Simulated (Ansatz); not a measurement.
`FB(F)S` + `CC(=O)O` → `CC(=O)OB(F)F` + H₂S at 700 K and 1 bar (ligand exchange at a B–S bond).

Calculated with Ansatz (gas phase, PBE0-D4/def2-TZVP geometries, no zero-point term in ΔE). CBS: MP2 limit from def2 TZ/QZ plus the TZ coupled-cluster correction, frozen cores. This one scheme is used for every species. One conformer a species, not always the lowest.

| species | CCSD(T)/CBS energy (Eh) | H − E (kJ/mol) | S (J/(mol·K)) |
| --- | --- | --- | --- |
| `FB(F)S` | -622.90532 | 96.6 | 353.7 |
| `CC(=O)O` | -228.87529 | 215.3 | 365.4 |
| `CC(=O)OB(F)F` | -452.81860 | 240.5 | 476.8 |
| H₂S | -398.97279 | 64.8 | 236.9 |

H − E and S are ideal-gas, rigid-rotor, harmonic terms from PBE0-D4/def2-TZVP, for one conformer and one mirror image of each species. 1 Eh = 2625.50 kJ/mol, R = 8.31446 J/(mol·K).

Problem. By hand: ΔE, ΔH, ΔS and ΔG.

Solution. ΔE = (-452.81860) + (-398.97279) − (-622.90532) − (-228.87529) = -0.01078 Eh = -28.3 kJ/mol. Δ(H − E) = 240.5 + 64.8 − 96.6 − 215.3 = -6.6, so ΔH = -34.9 kJ/mol. ΔS = 476.8 + 236.9 − 353.7 − 365.4 = -5.4 J/(mol·K). ΔG = -34.9 − 700 × (-5.4)/1000 = -31.1 kJ/mol.

Problem. By hand: the equilibrium constant, and the temperature at which ΔG would vanish if ΔH and ΔS stayed fixed.

Solution. log₁₀ K = −ΔG/(RT ln 10) = 2.3. ΔG = 0 at ΔH/ΔS = 6463 K, far beyond where these terms or the molecules hold.

The number of gas molecules stays the same, so ΔS is small and ΔH decides. A doubt of 5 kJ/mol in ΔE shifts log₁₀ K by 0.4 here. Other conformers and mirror images would add mixing entropy, several J/(mol·K) or more a flexible species. Modes under 60 cm⁻¹, often nearly free rotors, make the harmonic entropy too high. These are equilibria of isolated gas molecules and say nothing of rates. Largest T1 diagnostic: 0.015 (customary marks: 0.02 for closed shells, 0.045 for open ones).
